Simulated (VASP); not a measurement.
# Sn (Fd-3m) in VASP: settings compared

The runs below take Sn through band structure, density of states, electric field gradients, phonons, with PBEsol+D3(BJ), optB86b-vdW, BLYP+D3, LDA.

Everything below comes from runs of VASP 6.6.1. Logs are shortened: lines on timing, memory, paths and dates and some standing lists are left out, and cuts for length are marked.

## Step 1: The structure

The structure is cubic, space group Fd-3m (No. 227). The conventional cell has a = 6.467 Å, b = 6.467 Å, c = 6.467 Å, α = 90.00°, β = 90.00°, γ = 90.00°. Sn (site symmetry -43m) is surrounded by 4 Sn at 2.80 Å.

This isn't the form of Sn at room conditions, which is tetragonal (white tin).

## Step 2: Band structure, PBEsol+D3(BJ) (atoms moved at random, drawn with an rms of 0.1 Å)

File POSCAR:

```
Sn
1.0
    0.0000000000      3.2333428000      3.2333428000
    3.2333428000      0.0000000000      3.2333428000
    3.2333428000      3.2333428000      0.0000000000
Sn
2
Direct
    0.7612420000      0.7643410000      0.7348860000
    0.5147380000      0.4905950000      0.5061180000
```

File INCAR.step1:

```
SYSTEM = Sn
PREC     = Accurate       ! precision mode
ENCUT    = 550            ! plane-wave cutoff, eV
EDIFF    = 1E-6           ! SCF threshold, eV
ISMEAR   = -1             ! smearing method
SIGMA    = 0.05           ! smearing width, eV
LREAL    = .FALSE.        ! projectors in reciprocal space
LASPH    = .TRUE.         ! aspherical terms in the spheres
NELM     = 80             ! most SCF steps
ALGO     = Normal         ! electronic algorithm
ISIF     = 2              ! what is computed and relaxed
LWAVE    = .FALSE.        ! write WAVECAR
LCHARG   = .TRUE.         ! write CHGCAR
GGA      = PS             ! functional
IVDW     = 12             ! dispersion correction
```

File KPOINTS.step1:

```
Automatic mesh
0
G
  7 7 7
  0 0 0
```

File INCAR.step2:

```
SYSTEM = Sn
PREC     = Accurate       ! precision mode
ENCUT    = 550            ! plane-wave cutoff, eV
EDIFF    = 1E-6           ! SCF threshold, eV
ISMEAR   = 0              ! smearing method
SIGMA    = 0.05           ! smearing width, eV
LREAL    = .FALSE.        ! projectors in reciprocal space
LASPH    = .TRUE.         ! aspherical terms in the spheres
NELM     = 80             ! most SCF steps
ALGO     = Normal         ! electronic algorithm
ISIF     = 2              ! what is computed and relaxed
LWAVE    = .FALSE.        ! write WAVECAR
LCHARG   = .FALSE.        ! write CHGCAR
GGA      = PS             ! functional
IVDW     = 12             ! dispersion correction
ICHARG   = 11             ! starting density
```

File KPOINTS.step2:

```
path GXWKGLUWLK,UX
10
line-mode
reciprocal
 0.0000000000  0.0000000000  0.0000000000  G
 0.5000000000  0.0000000000  0.5000000000  X

 0.5000000000  0.0000000000  0.5000000000  X
 0.5000000000  0.2500000000  0.7500000000  W

 0.5000000000  0.2500000000  0.7500000000  W
 0.3750000000  0.3750000000  0.7500000000  K

 0.3750000000  0.3750000000  0.7500000000  K
 0.0000000000  0.0000000000  0.0000000000  G

 0.0000000000  0.0000000000  0.0000000000  G
 0.5000000000  0.5000000000  0.5000000000  L

 0.5000000000  0.5000000000  0.5000000000  L
 0.6250000000  0.2500000000  0.6250000000  U

 0.6250000000  0.2500000000  0.6250000000  U
 0.5000000000  0.2500000000  0.7500000000  W

 0.5000000000  0.2500000000  0.7500000000  W
 0.5000000000  0.5000000000  0.5000000000  L

 0.5000000000  0.5000000000  0.5000000000  L
 0.3750000000  0.3750000000  0.7500000000  K

 0.6250000000  0.2500000000  0.6250000000  U
 0.5000000000  0.0000000000  0.5000000000  X
```

Potentials or basis: VASP PAW PBE potentials, release 64 (Sn_d_GW).

The run is started by

```sh
$ cat potpaw_PBE.64/Sn_d_GW/POTCAR > POTCAR
$ cp INCAR.step1 INCAR
$ cp KPOINTS.step1 KPOINTS
$ mpirun -np 1 vasp_std > vasp.out
$ cp INCAR.step2 INCAR
$ cp KPOINTS.step2 KPOINTS
$ mpirun -np 1 vasp_std > vasp.out
```

OUTCAR:

```text
SYSTEM = Sn
   PREC = Accurate
   ENCUT = 550
   EDIFF = 1E-6
   ISMEAR = 0
   LREAL = .FALSE.
   LASPH = .TRUE.
   NELM = 80
   ISIF = 2
   GGA = PS
   IVDW = 12
   ICHARG = 11
 IVDW          = 12

 ion  position               nearest neighbor table
   1  0.761  0.764  0.735-   2 2.71   2 2.80   2 2.82   2 2.88
   2  0.515  0.491  0.506-   1 2.71   1 2.80   1 2.82   1 2.88

  LATTYP: Found a face centered cubic cell.
 ALAT       =     6.4666856000

  Lattice vectors:

 A1 = (   0.0000000000,   3.2333428000,   3.2333428000)
 A2 = (   3.2333428000,   0.0000000000,   3.2333428000)
 A3 = (   3.2333428000,   3.2333428000,   0.0000000000)

Analysis of symmetry for initial positions (statically):
=====================================================================
 Subroutine PRICEL returns:
 Original cell was already a primitive cell.

 Routine SETGRP: Setting up the symmetry group for a
 face centered cubic supercell.

 Subroutine GETGRP returns: Found  2 space group operations
 (whereof  1 operations were pure point group operations)
 out of a pool of 48 trial point group operations.

The static configuration has the point symmetry C_1 .
 The point group associated with its full space group is S_2 .

Analysis of symmetry for dynamics (positions and initial velocities):
=====================================================================
 Subroutine PRICEL returns:
 Original cell was already a primitive cell.

 Routine SETGRP: Setting up the symmetry group for a
 face centered cubic supercell.

 Subroutine GETGRP returns: Found  2 space group operations
 (whereof  1 operations were pure point group operations)
 out of a pool of 48 trial point group operations.

The dynamic configuration has the point symmetry C_1 .
 The point group associated with its full space group is S_2 .

 Subroutine INISYM returns: Found  2 space group operations
 (whereof  1 operations are pure point group operations),
 and found     1 'primitive' translations

----------------------------------------------------------------------------------------

                                     Primitive cell

  volume of cell :      67.6060

  direct lattice vectors                    reciprocal lattice vectors
     0.000000000  3.233342800  3.233342800    -0.154638723  0.154638723  0.154638723
     3.233342800  0.000000000  3.233342800     0.154638723 -0.154638723  0.154638723
     3.233342800  3.233342800  0.000000000     0.154638723  0.154638723 -0.154638723

  length of vectors
     4.572637240  4.572637240  4.572637240     0.267842124  0.267842124  0.267842124

  position of ions in fractional coordinates (direct lattice)
     0.761242000  0.764341000  0.734886000
     0.514738000  0.490595000  0.506118000

  ion indices of the primitive-cell ions
   primitive index   ion index
                 1           1
                 2           2

----------------------------------------------------------------------------------------

 KPOINTS: path GXWKGLUWLK,UX

Interpolating k-points between supplied coordinates.

 Line segments in fractional coordinates (reciprocal lattice):
    0.000000  0.000000  0.000000  ...  0.500000  0.000000  0.500000
    0.500000  0.000000  0.500000  ...  0.500000  0.250000  0.750000
    0.500000  0.250000  0.750000  ...  0.375000  0.375000  0.750000
    0.375000  0.375000  0.750000  ...  0.000000  0.000000  0.000000
    0.000000  0.000000  0.000000  ...  0.500000  0.500000  0.500000
    0.500000  0.500000  0.500000  ...  0.625000  0.250000  0.625000
    0.625000  0.250000  0.625000  ...  0.500000  0.250000  0.750000
    0.500000  0.250000  0.750000  ...  0.500000  0.500000  0.500000
    0.500000  0.500000  0.500000  ...  0.375000  0.375000  0.750000
    0.625000  0.250000  0.625000  ...  0.500000  0.000000  0.500000

 Generated    10 points on each line segment, for a total of    100 k-points:

 Following reciprocal coordinates:
            Coordinates               Weight
  0.000000  0.000000  0.000000      0.010000
  0.055556  0.000000  0.055556      0.010000
  0.111111  0.000000  0.111111      0.010000
  0.166667  0.000000  0.166667      0.010000
  0.222222  0.000000  0.222222      0.010000
  0.277778  0.000000  0.277778      0.010000
[... 42 lines left out ...]
  0.444444  0.444444  0.444444      0.010000
  0.500000  0.500000  0.500000      0.010000
 [... further k-points ...]
   k-points           NKPTS =    100   k-points in BZ     NKDIM =    100   number of bands    NBANDS=     18
   number of dos      NEDOS =    301   number of ions     NIONS =      2
   total plane-waves  NPLWV =  46656
   dimension x,y,z NGX =    36 NGY =   36 NGZ =   36
   dimension x,y,z NGXF=    72 NGYF=   72 NGZF=   72
   ions per type =               2
   NGX,Y,Z   is equivalent  to a cutoff of  13.09, 13.09, 13.09 a.u.
   NGXF,Y,Z  is equivalent  to a cutoff of  26.18, 26.18, 26.18 a.u.
 SYSTEM =  Sn
   PREC   = accura    normal or accurate (medium, high low for compatibility)
   ISTART =      0    job   : 0-new  1-cont  2-samecut
   ICHARG =     11    charge: 1-file 2-atom 10-const
   ISPIN  =      1    spin polarized calculation?
   LNONCOLLINEAR =      F non collinear calculations
   LSORBIT =      F    spin-orbit coupling
   LASPH  =      T    aspherical Exc in radial PAW
   ENCUT  =  550.0 eV  40.42 Ry    6.36 a.u.   8.74  8.74  8.74*2*pi/ulx,y,z
   NELM   =     80;   NELMIN=  2; NELMDL=  0     # of ELM steps
   EDIFF  = 0.1E-05   stopping-criterion for ELM
   LREAL  =      F    real-space projection
   EDIFFG = 0.1E-04   stopping-criterion for IOM
   NSW    =      0    number of steps for IOM
   IBRION =     -1    ionic relax: 0-MD 1-quasi-New 2-CG
   NFREE  =      0    steps in history (QN), initial steepest desc. (CG)
   ISIF   =      2    stress and relaxation
   ISYM   =      2    0-nonsym 1-usesym 2-fastsym
   POTIM  = 0.5000    time-step for ionic-motion
   TEBEG  =    0.0;   TEEND  =   0.0 temperature during run
   PSTRESS=    0.0 pullay stress
   NELECT =      28.0000    total number of electrons
   NUPDOWN=      -1.0000    fix difference up-down
   EMIN   =  10.00;   EMAX   =-10.00  energy-range for DOS
   EFERMI =   0.00;   METHOD = LEGACY
   ISMEAR =     0;   SIGMA  =   0.05  broadening in eV -4-tet -1-fermi 0-gaus
   EFERMI_NEDOS =   21; number of points for ismear=-14 and -15
   IALGO  =     38    algorithm
   IMIX   =      4    mixing-type and parameters
     AMIX     =   0.40;   BMIX     =  1.00
     AMIX_MAG =   1.60;   BMIX_MAG =  1.00
  volume/ion in A,a.u.               =      33.80       228.11
  Fermi-wavevector in a.u.,A,eV,Ry     =   1.220298  2.306028 20.260793  1.489126
  Thomas-Fermi vector in A             =   2.355520
   LORBIT       =      0    0 simple, 1 ext, 2 COOP (PROOUT), +10 PAW based schemes
   GGA     = PS    functional components
   LHFCALC =     F    Hartree Fock is set to
   AEXX    =    0.0000 exact exchange contribution
   IVDW    =    12    specifies the selected vdW correction
   LEPSILON=     F    determine dielectric tensor
   LRPA    =     F    only Hartree local field effects (RPA)
 non-spin polarized calculation
 Gauss-broadening in eV      SIGMA  =   0.05
  energy-cutoff  :      550.00
  volume of cell :       67.61
 maximum number of plane-waves:      2006
 NGX is ok and might be reduce to    36

 number of electron      28.0000001 magnetization

 Free energy of the ion-electron system (eV)
  ---------------------------------------------------
  ext. energy  EPLUGINS =         0.00000000
  ---------------------------------------------------
  free energy    TOTEN  =        -8.51691181 eV

  energy without entropy =       -8.51581966  energy(sigma->0) =       -8.51636574

 E-fermi :   3.7563     XC(G=0):  -9.1666

 val. band max:        3.7352456121   @ k =   0.3889   0.3889   0.3889
 cond. band min:       3.7857704606   @ k =   0.0556   0.0000   0.0556
 fundamental gap:      0.0505248485
 Fermi energy:         3.7563409127

 k-point     1 :       0.0000    0.0000    0.0000
  band No.  band energies     occupation
      1     -17.9976      2.00000
      2     -17.9438      2.00000
      3     -17.9190      2.00000
      4     -17.8908      2.00000
      5     -17.8878      2.00000
      6     -17.5818      2.00000
[... 10 lines left out ...]
     17       5.8103      0.00000
     18       6.1441      0.00000

 k-point     2 :       0.0556    0.0000    0.0556
  band No.  band energies     occupation
      1     -17.9993      2.00000
      2     -17.9464      2.00000
      3     -17.9218      2.00000
      4     -17.8873      2.00000
      5     -17.8807      2.00000
      6     -17.5884      2.00000
[... 10 lines left out ...]
     17       5.9558      0.00000
     18       6.3134      0.00000

 k-point     3 :       0.1111    0.0000    0.1111
  band No.  band energies     occupation
      1     -18.0038      2.00000
      2     -17.9517      2.00000
      3     -17.9283      2.00000
      4     -17.8787      2.00000
      5     -17.8622      2.00000
      6     -17.6142      2.00000
[... 10 lines left out ...]
     17       6.5603      0.00000
     18       6.8127      0.00000

 k-point     4 :       0.1667    0.0000    0.1667
  band No.  band energies     occupation
      1     -18.0099      2.00000
      2     -17.9566      2.00000
      3     -17.9358      2.00000
      4     -17.8658      2.00000
      5     -17.8374      2.00000
      6     -17.6453      2.00000
[... 711 lines left out ...]
      4     -17.8775      2.00000
      5     -17.8725      2.00000
      6     -17.5968      2.00000
[... 10 lines left out ...]
     17       6.1945      0.00000
     18       6.9428      0.00000

 k-point    39 :       0.0417    0.0417    0.0833
  band No.  band energies     occupation
      1     -18.0003      2.00000
      2     -17.9445      2.00000
      3     -17.9191      2.00000
      4     -17.8864      2.00000
      5     -17.8840      2.00000
      6     -17.5858      2.00000
[... 10 lines left out ...]
     17       5.9540      0.00000
     18       6.3060      0.00000

 k-point    40 :       0.0000    0.0000    0.0000
  band No.  band energies     occupation
      1     -17.9976      2.00000
      2     -17.9438      2.00000
      3     -17.9190      2.00000
      4     -17.8908      2.00000
      5     -17.8878      2.00000
      6     -17.5818      2.00000
[... 10 lines left out ...]
     17       5.8104      0.00000
     18       6.1442      0.00000

 [... further k-points ...]

------------------------ aborting loop because EDIFF is reached ----------------------------------------

 Edisp (eV)   -0.63366

 E8    (eV) :    -0.4483

  FORCE on cell =-STRESS in cart. coord.  units (eV):
  Direction    XX          YY          ZZ          XY          YZ          ZX
  --------------------------------------------------------------------------------------
  -------------------------------------------------------------------------------------
  Total      -0.06461     0.75584     1.60866    -2.24522    -1.77829    -1.88974
  in kB      -1.53124    17.91248    38.12316   -53.20885   -42.14317   -44.78437
  external pressure =       18.17 kB  Pullay stress =        0.00 kB

 VOLUME and BASIS-vectors are now :
 -----------------------------------------------------------------------------
  energy-cutoff  :      550.00
  volume of cell :       67.61
      direct lattice vectors                 reciprocal lattice vectors
     0.000000000  3.233342800  3.233342800    -0.154638723  0.154638723  0.154638723
     3.233342800  0.000000000  3.233342800     0.154638723 -0.154638723  0.154638723
     3.233342800  3.233342800  0.000000000     0.154638723  0.154638723 -0.154638723

 POSITION                                       TOTAL-FORCE (eV/Angst)
 -----------------------------------------------------------------------------------
      4.84751      4.83749      4.93273        -0.293004      0.183948     -0.511511
      3.22271      3.30078      3.25059         0.293004     -0.183948      0.511511
 -----------------------------------------------------------------------------------
    total drift:                               -0.000012     -0.000052     -0.000015

  FREE ENERGIE OF THE ION-ELECTRON SYSTEM (eV)
  ---------------------------------------------------
  free  energy   TOTEN  =        -9.1505691960 eV

  energy  without entropy=       -9.1494770412  energy(sigma->0) =       -9.15002312
```

It took 3.3 min on 1 thread of AMD EPYC 9R45 (Zen 5), shared host; peak memory 0.37 GiB.

What came out:

```
Band gap along the path    : none (metal or under the smearing width)
Dispersion energy per atom : -0.317 eV
```

Levels at the corners of the path, in eV from the Fermi level:
```
point  band 10  band 11  band 12  band 13  band 14  band 15  band 16  band 17  band 18
    Γ   -21.21   -10.68    -0.59    -0.22     0.15     0.45     1.92     2.15     2.48
    X   -21.14    -7.75    -7.33    -2.54    -2.40     0.61     0.94     7.71     7.99
    X   -21.14    -7.75    -7.33    -2.54    -2.40     0.61     0.94     7.74     8.29
    W   -21.11    -7.69    -7.27    -3.18    -2.97     3.43     3.47     3.86     4.18
    W   -21.11    -7.69    -7.27    -3.18    -2.97     3.43     3.47     3.86     4.18
    K   -21.13    -8.09    -6.88    -3.35    -2.17     0.93     3.44     5.88     6.27
    K   -21.13    -8.09    -6.88    -3.35    -2.17     0.93     3.44     5.86     6.26
    Γ   -21.21   -10.68    -0.59    -0.22     0.15     0.45     1.92     2.15     2.48
    Γ   -21.21   -10.68    -0.59    -0.22     0.15     0.45     1.92     2.15     2.48
    L   -21.15    -9.03    -6.34    -1.31    -0.87    -0.01     2.93     3.57     5.55
    L   -21.15    -9.03    -6.34    -1.31    -0.87    -0.01     2.93     3.57     5.55
    U   -21.11    -7.80    -7.25    -3.48    -2.02     1.23     3.27     5.82     6.02
    U   -21.11    -7.80    -7.25    -3.48    -2.02     1.23     3.27     5.81     5.92
    W   -21.11    -7.69    -7.27    -3.18    -2.97     3.43     3.47     3.86     4.18
    W   -21.11    -7.69    -7.27    -3.18    -2.97     3.43     3.47     3.86     4.18
    L   -21.15    -9.03    -6.34    -1.31    -0.87    -0.01     2.93     3.57     5.55
    L   -21.15    -9.03    -6.34    -1.31    -0.87    -0.01     2.93     3.57     5.55
    K   -21.13    -8.09    -6.88    -3.35    -2.17     0.93     3.44     5.94     6.58
    U   -21.11    -7.80    -7.25    -3.48    -2.02     1.23     3.27     5.80     5.93
    X   -21.14    -7.75    -7.33    -2.54    -2.40     0.61     0.94     7.74     8.01
```

Caveat: the log is that of the step along the path at fixed density, whose energy, stress, charges and moments have no meaning; the PAW data sets were made with another functional, which shifts forces and pressure a little; spin-orbit coupling is left out, which moves the levels of the heavy elements; pairwise dispersion overbinds metals, which lowers pressure and volume.

(Part 1 of 2 ends here.)
